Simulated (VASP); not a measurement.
# KMgF3 (Cmmm) in VASP: a series of runs, part 2 of 2

VASP 6.6.1.

### Step 3. Single point, LDA (strain +0.0150 x Voigt [0, 0, 0, 0, 0, 1], atoms carried along)

Contents of INCAR:

```
ALGO = Fast ; EDIFF = 1E-6
ENCUT = 520 ; ISIF = 2
ISMEAR = 0 ; LASPH = T
LCHARG = F ; LREAL = F
LWAVE = F ; NBANDS = 24
NELM = 100 ; PREC = Accurate
SIGMA = 0.05
```

Contents of KPOINTS:

```
k-points
0
Gamma
  6 6 6
```

Contents of POSCAR:

```
KMgF3
1.0
    3.9859000000      0.0298942500      0.0000000000
    0.0298942500      3.9859000000      0.0000000000
    0.0000000000      0.0000000000      3.9859000000
K Mg F
1 1 3
Direct
    0.5000000000      0.5000000000      0.5000000000
    0.0000000000      0.0000000000      0.0000000000
    0.5000000000      0.0000000000      0.0000000000
    0.0000000000      0.5000000000      0.0000000000
    0.0000000000      0.0000000000      0.5000000000
```

Potentials or basis: VASP PAW LDA potentials, release 64 (K_sv, Mg, F).

Started as:

```
> cat potpaw_LDA.64/K_sv/POTCAR potpaw_LDA.64/Mg/POTCAR potpaw_LDA.64/F/POTCAR > POTCAR
> mpirun -np 1 vasp_std > vasp.out
```

Wall time 77 s (1 thread of Intel Xeon Platinum 8375C at 2.90GHz (Ice Lake), shared host); peak memory 0.19 GiB.

It converged, with:

```
Free energy            : -27.0648 eV
Pressure               : -5.2 GPa
Band gap on the k mesh : 6.95 eV, indirect (least direct gap 7.25 eV)
```

Stress tensor (GPa, compression positive):
```
-5.22 -0.67  0.00
-0.67 -5.22  0.00
 0.00  0.00 -5.23
```

Levels at points of the mesh, in eV from the valence-band top:
```csv
k point,band 13,band 14,band 15,band 16,band 17,band 18,band 19,band 20
"(0.00, 0.00, 0.00)",-0.63,-0.36,-0.33,-0.30,6.95,9.77,9.77,11.98
"(0.50, 0.00, 0.00)",-0.89,-0.89,-0.55,-0.55,9.78,10.12,10.85,12.63
"(0.50, 0.50, 0.00)",-1.07,-0.93,-0.91,-0.02,10.68,11.42,12.24,12.27
"(0.00, 0.00, 0.50)",-0.89,-0.89,-0.60,-0.50,9.78,10.12,10.86,12.57
"(0.50, 0.00, 0.50)",-1.08,-0.92,-0.92,-0.03,10.68,11.42,12.25,12.26
"(0.50, 0.50, 0.50)",-1.15,-0.01,0.00,0.00,10.12,10.17,10.21,13.56
```

A k mesh can miss the band edges.

### Step 4. Single point, LDA (strain +0.0025 x Voigt [0, 0, 0, 0, 0, 1], atoms carried along)

Contents of INCAR:

```
PREC     = Accurate       # precision mode
ENCUT    = 520            # plane-wave cutoff, eV
EDIFF    = 1E-7           # SCF threshold, eV
ISMEAR   = 0              # smearing method
SIGMA    = 0.05           # smearing width, eV
LREAL    = False          # projectors in reciprocal space
LASPH    = True           # aspherical terms in the spheres
NELM     = 100            # most SCF steps
ALGO     = Fast           # electronic algorithm
ISIF     = 2              # what is computed and relaxed
LWAVE    = False          # write WAVECAR
LCHARG   = False          # write CHGCAR
GGA      = CA             # functional
NBANDS   = 24             # bands
```

Contents of KPOINTS:

```
regular mesh
0
Gamma
  6 6 6
```

Changes to POSCAR since step 3:

```diff
@@ -2,4 +2,4 @@
 1.0
-    3.9859000000      0.0298942500      0.0000000000
-    0.0298942500      3.9859000000      0.0000000000
+    3.9859000000      0.0049823750      0.0000000000
+    0.0049823750      3.9859000000      0.0000000000
     0.0000000000      0.0000000000      3.9859000000
```

Started as:

```
> cat potpaw_LDA.64/K_sv/POTCAR potpaw_LDA.64/Mg/POTCAR potpaw_LDA.64/F/POTCAR > POTCAR
> mpirun -np 1 vasp_std > vasp.out
```

It took 89 s on 1 thread of Intel Xeon Platinum 8375C at 2.90GHz (Ice Lake), shared host; peak memory 0.19 GiB.

The run converged. Its results:

```yaml
Free_energy: -27.0666 eV
Pressure: -5.2 GPa
Band_gap_on_the_k_mesh: 6.96 eV, indirect (least direct gap 7.28 eV)
```

Stress tensor (GPa, compression positive):
```
-5.23 -0.11  0.00
-0.11 -5.23  0.00
 0.00  0.00 -5.23
```

Levels at points of the mesh, in eV from the valence-band top:
| k point | band 12 | band 13 | band 14 | band 15 | band 16 | band 17 | band 18 | band 19 | band 20 | band 21 |
| --- | --- | --- | --- | --- | --- | --- | --- | --- | --- | --- |
| (0.00, 0.00, 0.00) | -0.64 | -0.64 | -0.33 | -0.33 | -0.32 | 6.96 | 9.78 | 9.78 | 12.01 | 12.02 |
| (0.50, 0.00, 0.00) | -0.91 | -0.89 | -0.89 | -0.55 | -0.55 | 9.78 | 10.12 | 10.86 | 12.64 | 12.64 |
| (0.50, 0.50, 0.00) | -1.08 | -1.08 | -0.92 | -0.92 | -0.02 | 10.68 | 11.43 | 12.26 | 12.26 | 12.66 |
| (0.00, 0.00, 0.50) | -0.91 | -0.89 | -0.89 | -0.55 | -0.54 | 9.78 | 10.12 | 10.86 | 12.63 | 12.65 |
| (0.50, 0.00, 0.50) | -1.08 | -1.08 | -0.92 | -0.92 | -0.02 | 10.68 | 11.43 | 12.26 | 12.26 | 12.66 |
| (0.50, 0.50, 0.50) | -1.14 | -1.14 | 0.00 | 0.00 | 0.00 | 10.16 | 10.17 | 10.18 | 13.57 | 14.70 |

### Step 5. Single point, LDA (strain +0.0050 x Voigt [0, 0, 0, 0, 0, 1], atoms carried along)

Contents of INCAR:

```
SYSTEM = KMgF3
ALGO = Normal
EDIFF = 1E-7
ENCUT = 520
ISIF = 2
ISMEAR = 0
LASPH = .True.
LCHARG = .False.
LREAL = .False.
LWAVE = .False.
NBANDS = 24
NELM = 100
PREC = Accurate
SIGMA = 0.05
```

Contents of KPOINTS:

```
k-points
0
Gamma
  6 6 6
  0 0 0
```

Changes to POSCAR since step 4:

```diff
@@ -2,4 +2,4 @@
 1.0
-    3.9859000000      0.0049823750      0.0000000000
-    0.0049823750      3.9859000000      0.0000000000
+    3.9859000000      0.0099647500      0.0000000000
+    0.0099647500      3.9859000000      0.0000000000
     0.0000000000      0.0000000000      3.9859000000
```

Potentials or basis: VASP PAW LDA potentials, release 64 (K_sv, Mg, F).

Started as:

```
> cat potpaw_LDA.64/K_sv/POTCAR potpaw_LDA.64/Mg/POTCAR potpaw_LDA.64/F/POTCAR > POTCAR
> mpirun -np 1 vasp_std > vasp.out
```

OUTCAR:

```text
SYSTEM = KMgF3
   EDIFF = 1E-7
   ENCUT = 520
   ISIF = 2
   ISMEAR = 0
   LASPH = .True.
   LREAL = .False.
   NELM = 100
   PREC = Accurate

 ion  position               nearest neighbor table
   1  0.500  0.500  0.500-   5 2.81   5 2.81   3 2.82   4 2.82   3 2.82   3 2.82   3 2.82   4 2.82
                             4 2.82   4 2.82   5 2.83   5 2.83   2 3.45   2 3.45   2 3.45   2 3.45
   2  0.000  0.000  0.000-   5 1.99   5 1.99   3 1.99   4 1.99   4 1.99   3 1.99   1 3.45   1 3.45
                             1 3.45   1 3.45   1 3.46   1 3.46   1 3.46   1 3.46
[... 859 lines left out ...]
  -------------------------------------------------------------------------------------
  Total       -2.0686471     -2.0686471     -2.0684451     -0.0884025      0.0000000      0.0000000
  in kB      -52.3384074    -52.3384074    -52.3332966     -2.2366520      0.0000000      0.0000000
  external PRESSURE =     -52.3367038 kB  Pullay stress =       0.0000000 kB

 VOLUME and BASIS-vectors are now :
 -----------------------------------------------------------------------------
  energy-cutoff  :      520.00
  volume of cell :       63.33
      direct lattice vectors                 reciprocal lattice vectors
     3.985900000  0.009964750  0.000000000     0.250885935 -0.000627215  0.000000000
     0.009964750  3.985900000  0.000000000    -0.000627215  0.250885935  0.000000000
     0.000000000  0.000000000  3.985900000     0.000000000  0.000000000  0.250884367

 POSITION                                       TOTAL-FORCE (eV/Angst)
 -----------------------------------------------------------------------------------
      1.99793      1.99793      1.99295        -0.000000      0.000000      0.000000
      0.00000      0.00000      0.00000         0.000000      0.000000      0.000000
      1.99295      0.00498      0.00000         0.000000      0.000000      0.000000
      0.00498      1.99295      0.00000         0.000000      0.000000      0.000000
      0.00000      0.00000      1.99295         0.000000      0.000000      0.000000
 -----------------------------------------------------------------------------------
    total drift:                                0.000000     -0.000000      0.000000

  FREE ENERGIE OF THE ION-ELECTRON SYSTEM (eV)
  ---------------------------------------------------
  free  energy   TOTEN  =       -27.0664556159 eV

  energy  without entropy=      -27.0664556159  energy(sigma->0) =      -27.06645562
```

OSZICAR:

```text
N       E                     dE             d eps       ncg     rms          rms(c)
DAV:   1     0.226349602002E+03    0.22635E+03   -0.17409E+04  2624   0.129E+03
DAV:   2    -0.169330982885E+02   -0.24328E+03   -0.23140E+03  3192   0.349E+02
DAV:   3    -0.287257124030E+02   -0.11793E+02   -0.11727E+02  3640   0.711E+01
DAV:   4    -0.291898661080E+02   -0.46415E+00   -0.46408E+00  3368   0.939E+00
DAV:   5    -0.291933989670E+02   -0.35329E-02   -0.35328E-02  3408   0.777E-01    0.853E+00
DAV:   6    -0.271587486184E+02    0.20347E+01   -0.65358E+00  2920   0.184E+01    0.399E+00
DAV:   7    -0.271056005732E+02    0.53148E-01   -0.22609E-01  3000   0.275E+00    0.247E+00
DAV:   8    -0.270677065986E+02    0.37894E-01   -0.67287E-02  3120   0.238E+00    0.322E-01
DAV:   9    -0.270664497173E+02    0.12569E-02   -0.12428E-02  3280   0.771E-01    0.116E-01
DAV:  10    -0.270664676029E+02   -0.17886E-04   -0.10800E-03  3088   0.191E-01    0.522E-02
DAV:  11    -0.270664552188E+02    0.12384E-04   -0.78458E-05  3256   0.662E-02    0.175E-02
DAV:  12    -0.270664556857E+02   -0.46696E-06   -0.20146E-06  3528   0.983E-03    0.294E-03
DAV:  13    -0.270664556159E+02    0.69801E-07   -0.26702E-07  2960   0.401E-03
   1 F= -.27066456E+02 E0= -.27066456E+02  d E =-.242156E-15
```

stdout:

```text
POSCAR found type information on POSCAR K MgF
 POSCAR found :  3 types and       5 ions
 scaLAPACK will be used
 LDA part: xc-table for (Slater(with rela. corr.)+CA(PZ))
 , standard interpolation
 POSCAR, INCAR and KPOINTS ok, starting setup
 FFT: planning ... GRIDC
 FFT: planning ... GRID_SOFT
 FFT: planning ... GRID
 WAVECAR not read
 entering main loop
```

Wall time 58 s (1 thread of Intel Xeon Platinum 8375C at 2.90GHz (Ice Lake), shared host); peak memory 0.2 GiB.

What came out:

| Item | Value |
| --- | --- |
| Free energy | -27.0665 eV |
| Pressure | -5.2 GPa |
| Band gap on the k mesh | 6.95 eV, indirect (least direct gap 7.27 eV) |

Stress tensor (GPa, compression positive):
```
-5.23 -0.22  0.00
-0.22 -5.23  0.00
 0.00  0.00 -5.23
```

A k mesh can miss the band edges.

### Step 6. The runs side by side

```csv
cell,gap on the mesh (eV),pressure (GPa)
"strain -0.0100 x Voigt [0, 0, 0, 0, 0, 1], atoms carried along",6.95,-5.3
"strain +0.0150 x Voigt [0, 0, 0, 0, 0, 1], atoms carried along",6.95,-5.2
"strain +0.0025 x Voigt [0, 0, 0, 0, 0, 1], atoms carried along",6.96,-5.2
"strain +0.0050 x Voigt [0, 0, 0, 0, 0, 1], atoms carried along",6.95,-5.2
```

Alike in all rows: task single point; level LDA; potentials or basis VASP PAW LDA potentials, release 64 (K_sv, Mg, F); no spin polarisation; k mesh 6 × 6 × 6; cutoff (eV) 520; smearing gaussian 0.05 eV.

Total energies depend on the potentials used, so only differences within one code and one set of settings carry meaning.
